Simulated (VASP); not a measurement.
# PtS2 (P-3m1) in VASP: notebook

Runs on PtS2. Level: r2SCAN. Tasks: single point.

Everything below comes from runs of VASP 6.6.1. Logs are shortened: lines on timing, memory, paths and dates and some standing lists are left out, and cuts for length are marked.

## Step 1: The structure

The structure is trigonal, space group P-3m1 (No. 164). The conventional cell has a = 3.543 Å, b = 3.543 Å, c = 5.039 Å, α = 90.00°, β = 90.00°, γ = 120.00°. Pt (site symmetry -3m) is surrounded by 6 S at 2.34 Å. Around S (site symmetry 3m) lie 3 Pt at 2.34 Å.

## Step 2: Single point, r2SCAN

Contents of INCAR:

```
SYSTEM = PtS2
  PREC = Accurate
  ENCUT = 400
  EDIFF = 1E-7
  ISMEAR = 0
  SIGMA = 0.01
  LREAL = .FALSE.
  LASPH = .TRUE.
  NELM = 100
  ALGO = Normal
  ISIF = 2
  LWAVE = .FALSE.
  LCHARG = .FALSE.
  METAGGA = R2SCAN
  LMIXTAU = .TRUE.
  ADDGRID = .FALSE.
```

Contents of KPOINTS:

```
regular mesh
0
G
  4 4 2
  0 0 0
```

Contents of POSCAR:

```
PtS2
1.0
    3.5432000000      0.0000000000      0.0000000000
   -1.7716000000      3.0685012107      0.0000000000
    0.0000000000      0.0000000000      5.0388000000
Pt S
1 2
Direct
    0.0000000000      0.0000000000      0.0000000000
    0.6666666667      0.3333333333      0.7730000000
    0.3333333333      0.6666666667      0.2270000000
```

Potentials or basis: VASP PAW PBE potentials, release 64 (Pt, S).

Command:

```console
$ cat potpaw_PBE.64/Pt/POTCAR potpaw_PBE.64/S/POTCAR > POTCAR
$ mpirun -np 1 vasp_std > vasp.out
```

OUTCAR:

```text
SYSTEM = PtS2
   PREC = Accurate
   ENCUT = 400
   EDIFF = 1E-7
   ISMEAR = 0
   LREAL = .FALSE.
   LASPH = .TRUE.
   NELM = 100
   ISIF = 2
   METAGGA = R2SCAN

 Found      8 irreducible k-points:

 Following reciprocal coordinates:
            Coordinates               Weight
  0.000000  0.000000  0.000000      1.000000
  0.250000  0.000000  0.000000      6.000000
  0.500000  0.000000  0.000000      3.000000
  0.250000  0.250000  0.000000      6.000000
  0.000000  0.000000  0.500000      1.000000
  0.250000  0.000000  0.500000      6.000000
   k-points           NKPTS =      8   k-points in BZ     NKDIM =      8   number of bands    NBANDS=     15
   number of dos      NEDOS =    301   number of ions     NIONS =      3
   total plane-waves  NPLWV =  20736
   dimension x,y,z NGX =    24 NGY =   24 NGZ =   36
   dimension x,y,z NGXF=    48 NGYF=   48 NGZF=   72
   ions per type =               1   2
   NGX,Y,Z   is equivalent  to a cutoff of  11.26, 11.26, 11.88 a.u.
   NGXF,Y,Z  is equivalent  to a cutoff of  22.52, 22.52, 23.76 a.u.
 SYSTEM =  PtS2
   PREC   = accura    normal or accurate (medium, high low for compatibility)
   ISTART =      0    job   : 0-new  1-cont  2-samecut
   ICHARG =      2    charge: 1-file 2-atom 10-const
   ISPIN  =      1    spin polarized calculation?
   LNONCOLLINEAR =      F non collinear calculations
   LSORBIT =      F    spin-orbit coupling
   LASPH  =      T    aspherical Exc in radial PAW
   ENCUT  =  400.0 eV  29.40 Ry    5.42 a.u.   5.78  5.78  8.22*2*pi/ulx,y,z
   NELM   =    100;   NELMIN=  2; NELMDL= -5     # of ELM steps
   EDIFF  = 0.1E-06   stopping-criterion for ELM
   LREAL  =      F    real-space projection
   EDIFFG = 0.1E-05   stopping-criterion for IOM
   NSW    =      0    number of steps for IOM
   IBRION =     -1    ionic relax: 0-MD 1-quasi-New 2-CG
   NFREE  =      0    steps in history (QN), initial steepest desc. (CG)
   ISIF   =      2    stress and relaxation
   ISYM   =      2    0-nonsym 1-usesym 2-fastsym
   POTIM  = 0.5000    time-step for ionic-motion
   TEBEG  =    0.0;   TEEND  =   0.0 temperature during run
   PSTRESS=    0.0 pullay stress
   NELECT =      22.0000    total number of electrons
   NUPDOWN=      -1.0000    fix difference up-down
   EMIN   =  10.00;   EMAX   =-10.00  energy-range for DOS
   EFERMI =   0.00;   METHOD = LEGACY
   ISMEAR =     0;   SIGMA  =   0.01  broadening in eV -4-tet -1-fermi 0-gaus
   EFERMI_NEDOS =   21; number of points for ismear=-14 and -15
   IALGO  =     38    algorithm
   IMIX   =      4    mixing-type and parameters
     AMIX     =   0.40;   BMIX     =  1.00
     AMIX_MAG =   1.60;   BMIX_MAG =  1.00
  volume/ion in A,a.u.               =      18.26       123.23
  Fermi-wavevector in a.u.,A,eV,Ry     =   1.207812  2.282434 19.848315  1.458810
  Thomas-Fermi vector in A             =   2.343439
   LORBIT       =      0    0 simple, 1 ext, 2 COOP (PROOUT), +10 PAW based schemes
   METAGGA = R2SCAN    functional components
   LHFCALC =     F    Hartree Fock is set to
   AEXX    =    0.0000 exact exchange contribution
   IVDW    =     0    specifies the selected vdW correction
   LEPSILON=     F    determine dielectric tensor
   LRPA    =     F    only Hartree local field effects (RPA)
 non-spin polarized calculation
 Gauss-broadening in eV      SIGMA  =   0.01
  energy-cutoff  :      400.00
  volume of cell :       54.78
 maximum number of plane-waves:      1008
 NGX is ok and might be reduce to    24
   NGX = 11   NGY = 11   NGZ = 17

 number of electron      21.9999993 magnetization

 Free energy of the ion-electron system (eV)
  ---------------------------------------------------
  ext. energy  EPLUGINS =         0.00000000
  ---------------------------------------------------
  free energy    TOTEN  =       -68.75537324 eV

  energy without entropy =      -68.75537324  energy(sigma->0) =      -68.75537324

 E-fermi :   6.4506     XC(G=0): -11.2826

 val. band max:        6.4074044256   @ k =   0.0000   0.0000   0.0000
 cond. band min:       7.7221249389   @ k =   0.2500   0.2500   0.0000
 fundamental gap:      1.3147205133
 Fermi energy:         6.4505516378

 k-point     1 :       0.0000    0.0000    0.0000
  band No.  band energies     occupation
      1      -9.7101      2.00000
      2      -6.3457      2.00000
      3      -0.7921      2.00000
      4      -0.7921      2.00000
      5      -0.6692      2.00000
      6       2.3538      2.00000
      7       2.3538      2.00000
      8       4.6308      2.00000
      9       5.3221      2.00000
     10       5.3221      2.00000
     11       6.4074      2.00000
     12       9.1520      0.00000
     13       9.1520      0.00000
     14      11.7408      0.00000
     15      12.8997      0.00000

 k-point     2 :       0.2500    0.0000    0.0000
  band No.  band energies     occupation
      1      -8.8982      2.00000
      2      -6.8041      2.00000
      3      -0.3116      2.00000
      4      -0.2825      2.00000
      5       0.2273      2.00000
      6       1.1268      2.00000
      7       1.9874      2.00000
      8       3.3545      2.00000
      9       4.9207      2.00000
     10       4.9315      2.00000
     11       5.8388      2.00000
     12       8.2173      0.00000
     13       9.0385      0.00000
     14      12.4767      0.00000
     15      14.8050      0.00000
[... 41 lines left out ...]
      3      -0.7705      2.00000
      4      -0.7705      2.00000
      5       0.6253      2.00000
      6       2.3303      2.00000
      7       2.3303      2.00000
      8       3.9776      2.00000
      9       5.1298      2.00000
     10       5.1298      2.00000
     11       5.5891      2.00000
     12       9.6410      0.00000
     13       9.6410      0.00000
     14      12.4478      0.00000
     15      14.4506      0.00000

 k-point     6 :       0.2500    0.0000    0.5000
  band No.  band energies     occupation
      1      -8.6228      2.00000
      2      -7.2226      2.00000
      3      -0.7387      2.00000
      4      -0.2930      2.00000
      5       0.6159      2.00000
      6       1.5102      2.00000
      7       1.9604      2.00000
      8       3.4801      2.00000
      9       5.0996      2.00000
     10       5.1852      2.00000
     11       5.6537      2.00000
     12       7.8316      0.00000
     13       8.7139      0.00000
     14      12.5011      0.00000
     15      14.2485      0.00000

 [... further k-points ...]

------------------------ aborting loop because EDIFF is reached ----------------------------------------

  FORCE on cell =-STRESS in cart. coord.  units (eV):
  Direction    XX          YY          ZZ          XY          YZ          ZX
  --------------------------------------------------------------------------------------
  -------------------------------------------------------------------------------------
  Total        3.1795314      3.1795314      2.9789964     -0.0000000     -0.0000000      0.0000000
  in kB       92.9875078     92.9875078     87.1227305     -0.0000000     -0.0000000      0.0000000
  external PRESSURE =      91.0325820 kB  Pullay stress =       0.0000000 kB

 VOLUME and BASIS-vectors are now :
 -----------------------------------------------------------------------------
  energy-cutoff  :      400.00
  volume of cell :       54.78
      direct lattice vectors                 reciprocal lattice vectors
     3.543200000  0.000000000  0.000000000     0.282230752  0.162946001  0.000000000
    -1.771600000  3.068501211  0.000000000     0.000000000  0.325892001  0.000000000
     0.000000000  0.000000000  5.038800000     0.000000000  0.000000000  0.198459951

 POSITION                                       TOTAL-FORCE (eV/Angst)
 -----------------------------------------------------------------------------------
      0.00000      0.00000      0.00000         0.000000      0.000000      0.000000
      1.77160      1.02283      3.89499         0.000000     -0.000000     -1.299023
     -0.00000      2.04567      1.14381        -0.000000      0.000000      1.299023
 -----------------------------------------------------------------------------------
    total drift:                                0.000000     -0.000000     -0.000000

  FREE ENERGIE OF THE ION-ELECTRON SYSTEM (eV)
  ---------------------------------------------------
  free  energy   TOTEN  =       -68.7553732419 eV

  energy  without entropy=      -68.7553732419  energy(sigma->0) =      -68.75537324
```

OSZICAR:

```text
N       E                     dE             d eps       ncg     rms          rms(c)
DAV:   1     0.466673020411E+02    0.46667E+02   -0.93852E+03   240   0.107E+03
DAV:   2    -0.710394201914E+02   -0.11771E+03   -0.11592E+03   310   0.231E+02
DAV:   3    -0.757157229544E+02   -0.46763E+01   -0.46609E+01   289   0.506E+01
[... 12 lines left out ...]
DAV:  16    -0.687553751746E+02   -0.33956E-04   -0.37377E-06   345   0.228E-02    0.350E-03
DAV:  17    -0.687553763983E+02   -0.12237E-05   -0.48436E-08   211   0.232E-03    0.465E-03
DAV:  18    -0.687553743523E+02    0.20460E-05   -0.31099E-07   250   0.542E-03    0.845E-04
DAV:  19    -0.687553732644E+02    0.10879E-05   -0.40524E-08   169   0.219E-03    0.717E-04
DAV:  20    -0.687553732419E+02    0.22565E-07   -0.26591E-09   141   0.499E-04
   1 F= -.68755373E+02 E0= -.68755373E+02  d E =-.144908E-11
```

Run time: 19 s. Hardware: 1 thread of Intel Xeon Platinum 8559C (Emerald Rapids), shared host; peak memory 0.15 GiB.

These settings aren't checked as converged: the numbers below hold their error.

What came out:

| Property | Result |
| --- | --- |
| Free energy | -68.7554 eV |
| Pressure | 9.1 GPa |
| Largest force | 1.299 eV/Å |
| Band gap on the k mesh | 1.31 eV, indirect (least direct gap 1.97 eV) |

Caveat: the k mesh is coarse (spacing up to 0.62 Å⁻¹), so the values aren't converged; the PAW data sets were made with another functional, which shifts forces and pressure a little; spin-orbit coupling is left out, which moves the levels of the heavy elements.

## Step 3: Single point, r2SCAN

Changes to INCAR since step 2:

```diff
@@ -1,3 +1,3 @@
 SYSTEM = PtS2
-  PREC = Accurate
+  PREC = Low
   ENCUT = 400
@@ -5,3 +5,3 @@
   ISMEAR = 0
-  SIGMA = 0.01
+  SIGMA = 0.05
   LREAL = .FALSE.
```

KPOINTS is that of step 2.

POSCAR is that of step 2.

Potentials or basis: VASP PAW PBE potentials, release 64 (Pt, S).

Command:

```console
$ cat potpaw_PBE.64/Pt/POTCAR potpaw_PBE.64/S/POTCAR > POTCAR
$ mpirun -np 1 vasp_std > vasp.out
```

Wall time 15 s (1 thread of Intel Xeon Platinum 8559C (Emerald Rapids), shared host); peak memory 0.1 GiB.

The run converged, but some of its settings lie outside the range that counts as converged, so its numbers aren't taken as properties of the crystal.

Results:

```
Free energy            : -68.7545 eV
Pressure               : 9.1 GPa
Largest force          : 1.300 eV/Å
Band gap on the k mesh : 1.32 eV, indirect (least direct gap 1.97 eV)
```

Caveat: the k mesh is coarse (spacing up to 0.62 Å⁻¹), so the values aren't converged; the PAW data sets were made with another functional, which shifts forces and pressure a little; spin-orbit coupling is left out, which moves the levels of the heavy elements.

[end of part 1 of 2]
